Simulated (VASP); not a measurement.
# BeTe: G0W0 on PBE, by volume over the given one and cell

BeTe, F-43m (no. 216), 2 atoms in the cell. PBE, GW; PAW potentials Te_GW, Be_GW (PBE set).

| Volume over the given one | Cell | Quasiparticle gap on the mesh (eV) | Gap of the starting point on the mesh (eV) | Quasiparticle gap at the zone centre (eV) | Starting gap at the zone centre (eV) | Correction of the gap between the band edges on the mesh (eV) | Time (s) |
|---|---|---|---|---|---|---|---|
| 0.94 | scale = 0.94 | 2.46 | 1.67 | 4.51 | 3.49 | 0.80 | 16 |
| 0.97 | scale = 0.97 | 2.56 | 1.76 | 4.56 | 3.53 | 0.81 | 17 |
| 1 | as given | 2.65 | 1.84 | 4.59 | 3.56 | 0.81 | 17 |
| 1.03 | scale = 1.03 | 2.74 | 1.92 | 4.63 | 3.59 | 0.82 | 19 |

Limits: spin-orbit coupling is left out, which can change the gap by several tenths of an eV or more with Te; the mesh is coarse: the screening isn't converged, and the gap may still move by about 0.1 eV.

## Input of the first row

INCAR.step1:
```
PREC = Accurate
ENCUT = 300
ISMEAR = 0
SIGMA = 0.05
LASPH = True
LREAL = False
GGA = PE
ALGO = Normal
EDIFF = 1E-8
NELM = 150
LWAVE = True
LCHARG = False
KPAR = 4
```

INCAR.step2, as INCAR.step1 but for:
```
- ALGO = Normal
- NELM = 150
+ ALGO = Exact
+ NELM = 1
+ ISTART = 1
+ NBANDS = 184
+ LOPTICS = True
```

INCAR.step3:
```
PREC = Accurate
ENCUT = 300
ISMEAR = 0
SIGMA = 0.05
LASPH = True
LREAL = False
GGA = PE
ALGO = EVGW0
NBANDS = 184
NBANDSGW = 8
ENCUTGW = 160
NOMEGA = 96
PRECFOCK = Fast
ISTART = 1
LWAVE = False
LCHARG = False
NELMGW = 1
OMEGAMAX = 30
KPAR = 4
```

KPOINTS:
```
k-points
0
Gamma
  4 4 4
```

POSCAR:
```
BeTe
1.0
    0.0000000000      2.7134535211      2.7134535211
    2.7134535211      0.0000000000      2.7134535211
    2.7134535211      2.7134535211      0.0000000000
Te Be
1 1
Direct
    0.7500000000      0.7500000000      0.7500000000
    0.0000000000      0.0000000000      0.0000000000
```

Commands (each step's output is kept before the next begins):
```
cat potpaw_PBE.64/Te_GW/POTCAR potpaw_PBE.64/Be_GW/POTCAR > POTCAR
cp INCAR.step1 INCAR
mpirun -np 4 vasp_std > vasp.out
cp INCAR.step2 INCAR
mpirun -np 4 vasp_std > vasp.out
cp INCAR.step3 INCAR
mpirun -np 4 vasp_std > vasp.out
```

VASP 6.6.1 took 16 s on 4 cores (Intel Xeon 6975P-C (Granite Rapids)), a shared host.
